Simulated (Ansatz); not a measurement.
Al under changes of volume

One of the cells (16.116 Å³/atom); the others are scaled copies at fixed shape and fractional positions:

```
CELL_PARAMETERS angstrom
-1.59122 1.59122 1.59122
1.59122 -1.59122 1.59122
1.59122 1.59122 -1.59122
ATOMIC_POSITIONS crystal
Al 0.00000 0.00000 0.00000
```

This isn't the form of Al at room conditions, which is fcc.

```yaml
Program: Ansatz 0.2.0
Functional: HSE06
Potentials_or_basis: Ansatz PAW
Cutoff: "420 eV (not typed: the program's choice for these potentials)"
k_mesh: 8 × 8 × 8
Occupations: fermi-dirac, width 0.05 eV
Spin: no spin polarisation
```

| volume (Å³/atom) | energy over the lowest point (meV/atom) | pressure (GPa) |
| --- | --- | --- |
| 15.149 | 41.02 | 8.3 |
| 15.471 | 26.84 | 6.3 |
| 15.793 | 16.03 | 4.6 |
| 16.116 | 7.96 | 3.1 |
| 16.438 | 2.58 | 1.7 |
| 16.760 | 0.00 | 0.3 |
| 17.083 | ? | ? |

**Question.** What does the run at 17.083 Å³/atom give?

**Answer.** Energy over the lowest point 0.13 meV/atom; pressure -0.9 GPa.

Worked out: A Birch-Murnaghan fit of order 3 (a polynomial in V^(-2/3)) to the other rows has its minimum at 16.96 Å³/atom, just outside them, with B0 = V·E''(V) = 61 GPa (rough, since the energies scatter). It gives -0.29 meV/atom at 17.083 Å³/atom, against the run's 0.13, and -dE/dV = -0.4 GPa, against -0.9.

Energies are extrapolated to zero smearing.

Caveats: the PAW data sets come from PBE, with cores solved anew for the run's functional, which leaves a small shift of forces and pressure; the thresholds are loose for stress.
